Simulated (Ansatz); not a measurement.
The system is Ga.

```
Ga
1.0
     1.38300   -4.02650    0.00000
     1.38300    4.02650    0.00000
    -0.11745    0.00000    3.32993
Ga
2
Direct
  0.13100 0.86900 0.75000
  0.86900 0.13100 0.25000
```

This isn't the form of Ga at room conditions, which is orthorhombic.

```yaml
Program: Ansatz 0.2.0
Task: relaxation of cell and atoms
Functional: PBEsol
Potentials_or_basis: Ansatz PAW
Cutoff: "420 eV (not typed: the program's choice for these potentials)"
k_mesh: 7 × 7 × 6
Occupations: fermi-dirac, width 0.05 eV
Spin: spin-orbit coupling, no magnetisation
```

At the start: volume 18.54 Å³/atom.

Q: How do energy, volume and symmetry change on relaxing?

A: It ends after 12 steps and the volume is 18.05 Å³/atom (-2.7 %); space group C2/c (No. 15, to 0.05 Å).

Step by step:
```
step  energy change (eV)  largest force (eV/Å)  volume (Å³)
   1              0.0000                0.1415        37.09
   2             -0.0108                0.0223        35.79
   3             -0.0121                0.0020        36.04
   4             -0.0143                0.0289        36.05
   5             -0.0184                0.0279        36.08
   6             -0.0310                0.0745        35.91
   7             -0.0335                0.1071        36.63
   8             -0.0364                0.0393        35.97
   9             -0.0364                0.0108        36.16
  10             -0.0374                0.0024        36.16
  11             -0.0374                0.0017        36.10
  12             -0.0372                0.0016        36.10
```

Final structure:
```cif
data_structure
_symmetry_space_group_name_H-M 'P 1'
_symmetry_Int_Tables_number 1
_cell_length_a 4.2505
_cell_length_b 4.2505
_cell_length_c 3.4234
_cell_angle_alpha 91.389
_cell_angle_beta 91.389
_cell_angle_gamma 144.166
_cell_volume 36.10
loop_
_atom_site_label
_atom_site_type_symbol
_atom_site_fract_x
_atom_site_fract_y
_atom_site_fract_z
_atom_site_occupancy
Ga1 Ga 0.13158 0.86842 0.75000 1
Ga2 Ga 0.86842 0.13158 0.25000 1
```

Caveat: the plane-wave basis is chosen anew once the cell has moved, so the energies of steps on either side of that aren't comparable; the PAW data sets come from PBE, with cores solved anew for the run's functional, which leaves a small shift of forces and pressure.
